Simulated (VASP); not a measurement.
# Ti (P6/mmm) in VASP: notebook

The runs below take Ti through single point, with PBE.

All numbers are computed with VASP 6.6.1; they aren't measurements. Logs are shortened: lines on timing, memory, paths and dates and some standing lists are left out, and cuts for length are marked.

## 1. The structure

The structure is hexagonal, space group P6/mmm (No. 191). Conventional cell: a = 4.567 Å, b = 4.567 Å, c = 2.826 Å, α = 90.00°, β = 90.00°, γ = 120.00°. Ti (site symmetry -6m2) has 11 Ti at 2.64 to 2.99 Å as nearest neighbours. Around Ti (site symmetry 6/mmm) lie 14 Ti at 2.83 to 2.99 Å.

This isn't the form of Ti at room conditions, which is hcp.

## 2. Single point, PBE

INCAR reads:

```
SYSTEM = Ti
PREC     = Normal         ! precision mode
ENCUT    = 500            ! plane-wave cutoff, eV
EDIFF    = 1E-6           ! SCF threshold, eV
ISMEAR   = 0              ! smearing method
SIGMA    = 0.15           ! smearing width, eV
LREAL    = .False.        ! projectors in reciprocal space
LASPH    = .True.         ! aspherical terms in the spheres
NELM     = 100            ! most SCF steps
ALGO     = Normal         ! electronic algorithm
ISIF     = 2              ! what is computed and relaxed
LWAVE    = .False.        ! write WAVECAR
LCHARG   = .False.        ! write CHGCAR
GGA      = PE             ! functional
NBANDS   = 13             ! bands
ADDGRID  = .False.
```

KPOINTS reads:

```
Automatic mesh
0
Gamma
  12 12 17
  0 0 0
```

POSCAR reads:

```
Ti
1.0
    4.5673748306      0.0000000000      0.0000000000
   -2.2836874153      3.9554626319      0.0000000000
    0.0000000000      0.0000000000      2.8262442700
Ti
3
Direct
    0.6535550000      0.3369470000      0.4982190000
    0.3492570000      0.6782810000      0.5288300000
    0.0014220000     -0.0021490000     -0.0037100000
```

Potentials or basis: VASP PAW PBE potentials, release 64 (Ti).

On the command line:

```sh
$ cat potpaw_PBE.64/Ti/POTCAR > POTCAR
$ mpirun -np 1 vasp_std > vasp.out
```

OUTCAR:

```text
SYSTEM = Ti
   PREC = Normal
   ENCUT = 500
   EDIFF = 1E-6
   ISMEAR = 0
   LREAL = .False.
   LASPH = .True.
   NELM = 100
   ISIF = 2
   GGA = PE

 Found   1226 irreducible k-points:

 Following reciprocal coordinates:
            Coordinates               Weight
  0.000000  0.000000  0.000000      1.000000
  0.083333  0.000000  0.000000      2.000000
  0.000000  0.083333  0.000000      2.000000
 -0.083333  0.083333  0.000000      2.000000
  0.166667  0.000000  0.000000      2.000000
  0.000000  0.166667  0.000000      2.000000
   k-points           NKPTS =   1226   k-points in BZ     NKDIM =   1226   number of bands    NBANDS=     13
   number of dos      NEDOS =    301   number of ions     NIONS =      3
   total plane-waves  NPLWV =  12544
   dimension x,y,z NGX =    28 NGY =   28 NGZ =   16
   dimension x,y,z NGXF=    56 NGYF=   56 NGZF=   32
   ions per type =               3
   NGX,Y,Z   is equivalent  to a cutoff of  10.19, 10.19,  9.41 a.u.
   NGXF,Y,Z  is equivalent  to a cutoff of  20.38, 20.38, 18.82 a.u.
 SYSTEM =  Ti
   PREC   = normal    normal or accurate (medium, high low for compatibility)
   ISTART =      0    job   : 0-new  1-cont  2-samecut
   ICHARG =      2    charge: 1-file 2-atom 10-const
   ISPIN  =      1    spin polarized calculation?
   LNONCOLLINEAR =      F non collinear calculations
   LSORBIT =      F    spin-orbit coupling
   LASPH  =      T    aspherical Exc in radial PAW
   ENCUT  =  500.0 eV  36.75 Ry    6.06 a.u.   8.33  8.33  5.15*2*pi/ulx,y,z
   NELM   =    100;   NELMIN=  2; NELMDL= -5     # of ELM steps
   EDIFF  = 0.1E-05   stopping-criterion for ELM
   LREAL  =      F    real-space projection
   EDIFFG = 0.1E-04   stopping-criterion for IOM
   NSW    =      0    number of steps for IOM
   IBRION =     -1    ionic relax: 0-MD 1-quasi-New 2-CG
   NFREE  =      0    steps in history (QN), initial steepest desc. (CG)
   ISIF   =      2    stress and relaxation
   ISYM   =      2    0-nonsym 1-usesym 2-fastsym
   POTIM  = 0.5000    time-step for ionic-motion
   TEBEG  =    0.0;   TEEND  =   0.0 temperature during run
   PSTRESS=    0.0 pullay stress
   NELECT =      12.0000    total number of electrons
   NUPDOWN=      -1.0000    fix difference up-down
   EMIN   =  10.00;   EMAX   =-10.00  energy-range for DOS
   EFERMI =   0.00;   METHOD = LEGACY
   ISMEAR =     0;   SIGMA  =   0.15  broadening in eV -4-tet -1-fermi 0-gaus
   EFERMI_NEDOS =   21; number of points for ismear=-14 and -15
   IALGO  =     38    algorithm
   IMIX   =      4    mixing-type and parameters
     AMIX     =   0.40;   BMIX     =  1.00
     AMIX_MAG =   1.60;   BMIX_MAG =  1.00
  volume/ion in A,a.u.               =      17.02       114.85
  Fermi-wavevector in a.u.,A,eV,Ry     =   1.010285  1.909162 13.887145  1.020676
  Thomas-Fermi vector in A             =   2.143265
   LORBIT       =      0    0 simple, 1 ext, 2 COOP (PROOUT), +10 PAW based schemes
   GGA     = PE    functional components
   LHFCALC =     F    Hartree Fock is set to
   AEXX    =    0.0000 exact exchange contribution
   IVDW    =     0    specifies the selected vdW correction
   LEPSILON=     F    determine dielectric tensor
   LRPA    =     F    only Hartree local field effects (RPA)
 non-spin polarized calculation
 Gauss-broadening in eV      SIGMA  =   0.15
  energy-cutoff  :      500.00
  volume of cell :       51.06
 maximum number of plane-waves:      1325
   NGX = 17   NGY = 17   NGZ = 11

 number of electron      12.0000004 magnetization

 Free energy of the ion-electron system (eV)
  ---------------------------------------------------
  ext. energy  EPLUGINS =         0.00000000
  ---------------------------------------------------
  free energy    TOTEN  =       -23.31151611 eV

  energy without entropy =      -23.27901982  energy(sigma->0) =      -23.29526797

 E-fermi :   3.0407     XC(G=0): -11.1500

 val. band max:        3.0405967903   @ k =  -0.3333  -0.1667   0.0588
 cond. band min:       3.0407853805   @ k =   0.4167  -0.0833  -0.1176
 fundamental gap:      0.0001885902
 Fermi energy:         3.0407475328

 k-point     1 :       0.0000    0.0000    0.0000
  band No.  band energies     occupation
      1      -2.9626      2.00000
      2       1.1142      2.00000
      3       2.3073      2.00000
      4       2.3956      2.00000
      5       2.4122      2.00000
      6       2.5012      2.00000
      7       3.0301      1.07986
      8       3.6901      0.00000
      9       4.3041      0.00000
     10       4.3306      0.00000
     11       4.7115      0.00000
     12       4.8401      0.00000
     13       4.9655      0.00000

 k-point     2 :       0.0833    0.0000    0.0000
  band No.  band energies     occupation
      1      -2.8815      2.00000
      2       1.1212      2.00000
      3       2.0573      2.00000
      4       2.2792      2.00000
      5       2.4783      2.00000
      6       2.6199      1.99993
      7       3.1184      0.46388
      8       3.7035      0.00000
      9       4.2657      0.00000
     10       4.3625      0.00000
     11       4.6060      0.00000
     12       4.7266      0.00000
     13       5.1149      0.00000

 k-point     3 :       0.0000    0.0833    0.0000
  band No.  band energies     occupation
      1      -2.8816      2.00000
      2       1.1188      2.00000
      3       2.0857      2.00000
      4       2.2665      2.00000
      5       2.3946      2.00000
      6       2.6514      1.99976
      7       3.1393      0.35293
      8       3.7091      0.00000
      9       4.2529      0.00000
     10       4.3887      0.00000
     11       4.5676      0.00000
     12       4.8120      0.00000
     13       5.0361      0.00000

 k-point     4 :      -0.0833    0.0833    0.0000
  band No.  band energies     occupation
      1      -2.8817      2.00000
      2       1.1178      2.00000
      3       2.1129      2.00000
      4       2.2410      2.00000
      5       2.3930      2.00000
      6       2.6374      1.99986
      7       3.1428      0.33612
      8       3.7190      0.00000
      9       4.2729      0.00000
     10       4.3704      0.00000
     11       4.5832      0.00000
     12       4.7617      0.00000
     13       5.0903      0.00000

 k-point     5 :       0.1667    0.0000    0.0000
  band No.  band energies     occupation
      1      -2.6424      2.00000
      2       1.1022      2.00000
      3       1.6672      2.00000
      4       2.2374      2.00000
      5       2.3113      2.00000
      6       2.9096      1.78386
      7       3.2304      0.07370
      8       3.7150      0.00000
      9       4.1094      0.00000
     10       4.4219      0.00000
     11       4.5032      0.00000
     12       4.6416      0.00000
     13       5.3551      0.00000

 k-point     6 :       0.0000    0.1667    0.0000
  band No.  band energies     occupation
      1      -2.6428      2.00000
      2       1.0831      2.00000
      3       1.7258      2.00000
      4       2.1709      2.00000
      5       2.2175      2.00000
      6       2.9162      1.75983
      7       3.2840      0.02180
      8       3.7299      0.00000
      9       4.1120      0.00000
     10       4.3906      0.00000
     11       4.5642      0.00000
     12       4.6788      0.00000
     13       5.2996      0.00000

 [... further k-points ...]
[... 5 lines left out ...]
  --------------------------------------------------------------------------------------
  -------------------------------------------------------------------------------------
  Total       -0.2514997     -0.3623794     -0.2035839      0.0743543      0.0434891      0.0249426
  in kB       -7.8917686    -11.3710461     -6.3882280      2.3331527      1.3646385      0.7826702
  external PRESSURE =      -8.5503476 kB  Pullay stress =       0.0000000 kB

 VOLUME and BASIS-vectors are now :
 -----------------------------------------------------------------------------
  energy-cutoff  :      500.00
  volume of cell :       51.06
      direct lattice vectors                 reciprocal lattice vectors
     4.567374831  0.000000000  0.000000000     0.218944150  0.126407464  0.000000000
    -2.283687415  3.955462632  0.000000000     0.000000000  0.252814928  0.000000000
     0.000000000  0.000000000  2.826244270     0.000000000  0.000000000  0.353826458

 POSITION                                       TOTAL-FORCE (eV/Angst)
 -----------------------------------------------------------------------------------
      2.21555      1.33278      1.40809         0.290391     -0.024950      0.004427
      0.04621      2.68292      1.49460        -0.257914     -0.052511     -0.264463
     -2.27228      3.94696      2.81576        -0.032477      0.077462      0.260036
 -----------------------------------------------------------------------------------
    total drift:                               -0.000075     -0.000066      0.000155

  FREE ENERGIE OF THE ION-ELECTRON SYSTEM (eV)
  ---------------------------------------------------
  free  energy   TOTEN  =       -23.3115161111 eV

  energy  without entropy=      -23.2790198219  energy(sigma->0) =      -23.29526797
```

It took 5.1 min on 1 thread of Intel Xeon Platinum 8488C (Sapphire Rapids), shared host; peak memory 0.69 GiB.

The run converged, but some of its settings lie outside the range that counts as converged, so its numbers aren't taken as properties of the crystal.

Results:

- Free energy: -23.3115 eV
- Pressure: -0.9 GPa
- Largest force: 0.373 eV/Å
- Band gap on the k mesh: none (metal or under the smearing width)

## 3. Single point, PBE

Edit INCAR of step 2 so:

```diff
@@ -1,3 +1,3 @@
 SYSTEM = Ti
-PREC     = Normal         ! precision mode
+PREC     = Accurate       ! precision mode
 ENCUT    = 500            ! plane-wave cutoff, eV
@@ -6,3 +6,3 @@
 SIGMA    = 0.15           ! smearing width, eV
-LREAL    = .False.        ! projectors in reciprocal space
+LREAL    = Auto         
 LASPH    = .True.         ! aspherical terms in the spheres
```

KPOINTS is that of step 2.

POSCAR reads:

```
Ti
1.0
    4.5673748306      0.0000000000      0.0000000000
   -2.2836874153      3.9554626319      0.0000000000
    0.0000000000      0.0000000000      2.8262442700
Ti
3
Direct
    0.6666666667      0.3333333333      0.5000000000
    0.3333333333      0.6666666667      0.5000000000
    0.0000000000      0.0000000000      0.0000000000
```

Potentials or basis: VASP PAW PBE potentials, release 64 (Ti).

On the command line:

```sh
$ cat potpaw_PBE.64/Ti/POTCAR > POTCAR
$ mpirun -np 1 vasp_std > vasp.out
```

OUTCAR:

```text
SYSTEM = Ti
   PREC = Accurate
   ENCUT = 500
   EDIFF = 1E-6
   ISMEAR = 0
   LREAL = Auto
   LASPH = .True.
   NELM = 100
   ISIF = 2
   GGA = PE

 Found    171 irreducible k-points:

 Following reciprocal coordinates:
            Coordinates               Weight
  0.000000  0.000000  0.000000      1.000000
  0.083333  0.000000  0.000000      6.000000
  0.166667  0.000000  0.000000      6.000000
  0.250000  0.000000  0.000000      6.000000
  0.333333  0.000000  0.000000      6.000000
  0.416667  0.000000  0.000000      6.000000
   k-points           NKPTS =    171   k-points in BZ     NKDIM =    171   number of bands    NBANDS=     13
[... 170 lines left out ...]
 [... further k-points ...]
[... 5 lines left out ...]
  --------------------------------------------------------------------------------------
  -------------------------------------------------------------------------------------
  Total       -0.3698514     -0.3698514     -0.3555988      0.0000000      0.0000000     -0.0000000
  in kB      -11.6055111    -11.6055111    -11.1582806      0.0000000      0.0000000     -0.0000000
  external PRESSURE =     -11.4564342 kB  Pullay stress =       0.0000000 kB

 VOLUME and BASIS-vectors are now :
 -----------------------------------------------------------------------------
  energy-cutoff  :      500.00
  volume of cell :       51.06
      direct lattice vectors                 reciprocal lattice vectors
     4.567374831  0.000000000  0.000000000     0.218944150  0.126407464  0.000000000
    -2.283687415  3.955462632  0.000000000     0.000000000  0.252814928  0.000000000
     0.000000000  0.000000000  2.826244270     0.000000000  0.000000000  0.353826458

 POSITION                                       TOTAL-FORCE (eV/Angst)
 -----------------------------------------------------------------------------------
      2.28369      1.31849      1.41312        -0.000000     -0.000000      0.000000
     -0.00000      2.63698      1.41312         0.000000      0.000000     -0.000000
      0.00000      0.00000      0.00000         0.000000      0.000000      0.000000
 -----------------------------------------------------------------------------------
    total drift:                                0.000000      0.000000     -0.000000

  FREE ENERGIE OF THE ION-ELECTRON SYSTEM (eV)
  ---------------------------------------------------
  free  energy   TOTEN  =       -23.3427994423 eV

  energy  without entropy=      -23.3107506691  energy(sigma->0) =      -23.32677506
```

Run time: 2.9 min. Hardware: 1 thread of Intel Xeon Platinum 8488C (Sapphire Rapids), shared host; peak memory 0.22 GiB.

These settings aren't checked as converged: the numbers below hold their error.

Results:

- Free energy: -23.3428 eV
- Pressure: -1.1 GPa
- Band gap on the k mesh: none (metal or under the smearing width)

## 4. For comparison

An earlier run on the cell as given: functional PBEsol; potentials or basis VASP PAW PBE potentials, release 64 (Ti_sv); cutoff 520 eV; k mesh 7 × 7 × 9; occupations fermi-dirac, width 0.05 eV; no spin polarisation.

- Pressure: -3.9 GPa
- Band gap on the k mesh: none (metal or under the smearing width)
